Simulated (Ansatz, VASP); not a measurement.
GaN in VASP and in Ansatz

```
CELL_PARAMETERS angstrom
3.13484 0.00000 0.00000
-1.56742 2.71485 0.00000
0.00000 0.00000 5.34099
ATOMIC_POSITIONS crystal
Ga 0.33333 0.66667 0.99919
Ga 0.66667 0.33333 0.49919
N 0.33333 0.66667 0.37581
N 0.66667 0.33333 0.87581
```

Change from the starting cell: strain -0.015 along x and y, +0.030 along z, atoms carried along.

Alike in both runs: task single point; functional PBEsol; k mesh 12 × 12 × 6; occupations gaussian, width 0.05 eV; no spin polarisation.

|  | VASP | Ansatz |
| --- | --- | --- |
| version | VASP 6.6.1 | Ansatz 0.2.0 |
| potentials or method | VASP PAW PBE potentials, release 64 (Ga_d, N) | scalar-relativistic, plane waves, PAW |
| plane-wave cutoff (eV) | 520 | 420 |
| valence electrons in the cell | 36 | 36 |

|  | VASP | Ansatz | Ansatz less VASP |
| --- | --- | --- | --- |
| gap on the k mesh at the Fermi level (eV) | 1.73 | 1.72 | -0.017 |
| least direct gap on the mesh (eV) | 1.73 | 1.72 | -0.017 |
| pressure (GPa) | 0.5 | 0.7 | +0.21 |
| largest component of the traceless stress (GPa) | 10.90 | 10.92 | +0.020 |
| rms of the force components (eV/Å) | 0.206 | 0.212 | +0.0061 |

Atom by atom the forces differ by 0.006 eV/Å (rms over components). With one functional, cell and mesh, what is left measures potentials, basis and numerics.

Caveats: the PAW data sets were made with another functional, which shifts forces and pressure a little (VASP).
